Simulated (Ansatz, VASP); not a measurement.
Two plane-wave programs on BAs

```
B As
1.0
     0.00000    2.52055    2.52055
     2.52055    0.00000    2.52055
     2.52055    2.52055    0.00000
B As
1 1
Direct
  0.00000 0.00000 0.00000
  0.25000 0.25000 0.25000
```

Change from the starting cell: hydrostatic strain +5.4%.

Alike in both runs: task single point; functional HSE06; k mesh 6 × 6 × 6; no spin polarisation.

|  | VASP | Ansatz |
| --- | --- | --- |
| version | VASP 6.6.1 | Ansatz 0.2.0 |
| potentials or method | VASP PAW PBE potentials, release 64 (B, As) | plane waves, PAW |
| plane-wave cutoff (eV) | 520 | 420 |
| occupations | gaussian, width 0.01 eV | fixed |
| valence electrons in the cell | 8 | 18 |

```tsv
	VASP	Ansatz	Ansatz less VASP
gap on the k mesh at the Fermi level (eV)	2.06	2.05	-0.011
pressure (GPa)	-17.4	-17.2	+0.20
```

The two sets of potentials don't hold the same shells in valence. Ansatz warned: «stress_exchange_threshold_loose».

Caveats: so large a pressure means that the cell lies far from this level's equilibrium, or that cutoff or potentials fall short (VASP); the potentials were made for another functional, which shifts forces and pressure (VASP). A k mesh can miss the band edges.
